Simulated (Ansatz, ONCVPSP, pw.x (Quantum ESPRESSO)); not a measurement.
# From atom to crystal: ONCV potential for Co (Z = 27)

* Element: cobalt
* Generator: ONCVPSP 4.0.1.1 (patched build)
* Type: optimised norm-conserving Vanderbilt (ONCV)
* Functional: PBEsol
* Relativity: scalar-relativistic
* Frozen core: [Ne]
* Valence charge: 17
* Reference configuration: 3s2 3p6 3d7 4s2
* Partial waves: 3s+4s: rc 1.35 bohr, ncon 3, nbas 7, qcut 6.7 1/bohr, 3 projectors, debl 2.6 Ha; 3p: rc 1.30 bohr, ncon 4, nbas 8, qcut 12.2 1/bohr, 3 projectors, debl 2.5 Ha; 3d: rc 1.45 bohr, ncon 5, nbas 10, qcut 12.6 1/bohr, 2 projectors, debl 3.1 Ha
* Local potential: polynomial inside 1.15 bohr (lpopt 1, dvloc0 4 Ha)
* Core correction: Teter function, parameters optimised by the program

Atomic tests: cutoffs needed: 58 Ha and 65 Ha (the cutoffs (Ha) at which the residual kinetic energy of the hardest occupied pseudo-wave falls to 1 and 0.1 mHa per electron); ghost test: no bound ghost flagged; no localised positive-energy state flagged; largest excitation error: +3.1 meV (all-electron minus pseudo) for 3s2 3p6 3d6 4s0, out of 4 test configurations.

Crystal test: bcc Co in pw.x 7.5, no spin, 17³ k-points, Fermi–Dirac smearing 0.01 Ry, cutoffs 155/620 Ry. The reference is all-electron LAPW (Ansatz 0.2.0) with the same functional, mesh and smearing; V0 and B0 come from Birch–Murnaghan fits to the pressures at five volumes. Errors are pseudo minus all-electron; Δ is the rms difference of the E(V) curves that follow from these fits, minima aligned, over ±6 % about the mean V0. Mesh and smearing are coarse, so the numbers serve the comparison and aren't converged zero-temperature values; the lattice is a test structure that the element need not adopt. Spin polarisation and strong correlation are left out, which matters for this element.

All-electron: a0 = 2.729 Å (V0 = 10.16 Å³/atom), B0 = 264.8 GPa.

Task: How far does the potential miss the all-electron equation of state?

Result: mean pressure error (GPa): +0.52; a0 (Å): 2.730; a0 error (%): +0.06; B0 error (%): -0.4; Δ (meV/atom): 1.1.

```csv
V (Å³/atom),P all-electron (GPa),P pseudo (GPa)
9.621,16.34,16.94
9.874,8.02,8.56
10.127,0.79,1.30
10.380,-5.46,-4.99
10.633,-10.89,-10.43
```

Task: At the middle volume, how do free energy and pressure move when the wave cutoff is lowered (ecutrho kept at four times it)?

Result:

| cutoff (Ry) | shift of F (meV/atom) | shift of P (GPa) |
| --- | --- | --- |
| 70 | +17210.2 | -925.33 |
| 93 | +2454.0 | -240.19 |
| 124 | +55.7 | -10.98 |

Input at the middle volume:

```
&control
  calculation='scf', prefix='x', pseudo_dir='./', outdir='./tmp', tstress=.true., disk_io='none'
/
&system
  ibrav=0, nat=1, ntyp=1, ecutwfc=155, ecutrho=620, nbnd=17,
  occupations='smearing', smearing='fd', degauss=0.01
/
&electrons
  conv_thr=1e-09, mixing_beta=0.4, electron_maxstep=70
/
ATOMIC_SPECIES
Co 1.0 Co.UPF
CELL_PARAMETERS angstrom
  -1.36293017 1.36293017 1.36293017
  1.36293017 -1.36293017 1.36293017
  1.36293017 1.36293017 -1.36293017
ATOMIC_POSITIONS crystal
Co 0.0000 0.0000 0.0000
K_POINTS automatic
17 17 17 0 0 0
```

```bash
pw.x < Co.scf.in > Co.scf.out
```

Lines of the output:

```
Message from routine setup:
     using ibrav=0 with symmetry is DISCOURAGED, use correct ibrav instead
     lattice parameter (alat)  =       4.4610  a.u.
     unit-cell volume          =      68.3404 (a.u.)^3
     number of electrons       =        17.00
     number of Kohn-Sham states=           17
     kinetic-energy cutoff     =     155.0000  Ry
     charge density cutoff     =     620.0000  Ry
     scf convergence threshold =      1.0E-09
     Exchange-correlation= PBESOL
     number of k points=   165  Fermi-Dirac smearing, width (Ry)=  0.0100
     iteration #  1     ecut=   155.00 Ry     beta= 0.40
     total energy              =    -292.89056011 Ry
     estimated scf accuracy    <       0.01395167 Ry
     iteration #  2     ecut=   155.00 Ry     beta= 0.40
     total energy              =    -292.89442194 Ry
     estimated scf accuracy    <       0.00435798 Ry
     iteration #  3     ecut=   155.00 Ry     beta= 0.40
     total energy              =    -292.89512514 Ry
     estimated scf accuracy    <       0.00007491 Ry
     iteration #  4     ecut=   155.00 Ry     beta= 0.40
     total energy              =    -292.89513016 Ry
     estimated scf accuracy    <       0.00000293 Ry
     iteration #  5     ecut=   155.00 Ry     beta= 0.40
     total energy              =    -292.89513054 Ry
     estimated scf accuracy    <       0.00000027 Ry
     iteration #  6     ecut=   155.00 Ry     beta= 0.40
     total energy              =    -292.89513056 Ry
     estimated scf accuracy    <       0.00000001 Ry
     iteration #  7     ecut=   155.00 Ry     beta= 0.40
     total energy              =    -292.89513056 Ry
     estimated scf accuracy    <          3.8E-09 Ry
     iteration #  8     ecut=   155.00 Ry     beta= 0.40
     the Fermi energy is    20.1028 ev
!    total energy              =    -292.89513056 Ry
     estimated scf accuracy    <          9.1E-12 Ry
     smearing contrib. (-TS)   =      -0.01339217 Ry
     The total energy is F=E-TS. E is the sum of the following terms:
     one-electron contribution =    -133.22990593 Ry
     hartree contribution      =      78.49249803 Ry
     xc contribution           =     -33.96804885 Ry
     ewald contribution        =    -204.17628165 Ry
     convergence has been achieved in   8 iterations
          total   stress  (Ry/bohr**3)                   (kbar)     P=       13.02
     Message from routine punch:
     Nothing written, as per user request (disk_io='none')
```

The run at the middle volume (165 k-points, 8 iterations) took about 34 s on one core of a shared host (Intel(R) Xeon(R) 6975P-C, 192 threads, 1512 GiB, load 42).
